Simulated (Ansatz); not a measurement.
Here is an Ansatz 0.2.0 calculation.

The input input.yaml:

```yaml
crystal:
  lattice:
    - [3.0292, 0.0, 0.0]
    - [-1.5146, 2.6233641531, 0.0]
    - [0.0, 0.0, 3.2284]
  atoms:
    - { symbol: Ti, position: [0.0, 0.0, 0.0] }
    - { symbol: B, position: [0.6666666667, 0.3333333333, 0.5] }
    - { symbol: B, position: [0.3333333333, 0.6666666667, 0.5] }
hamiltonian:
  xc: pbe
  pseudopotentials: { kind: paw }
kpoints:
  mp_grid: { grid: [10, 10, 8] }
scf:
  occupations: { method: gaussian, width: 0.015 }
output:
  forces: true
  stress: true
  eigenvalues: true
  write_density: true
  write_potential: true
  elf: true
  volumetric_format: npy
```

Potentials or basis: Ansatz PAW.

The run is started by

```sh
$ ansatz run input.yaml --threads 2 --pin off --max-ram 5632MiB --backend cpu --events-out ev --progress --plain --runs-dir out
```

(1) Predict the band gap on the k mesh.

(2) Estimate the pressure.

Results:

(1) none (metal or under the smearing width).

(2) 0.3 GPa.
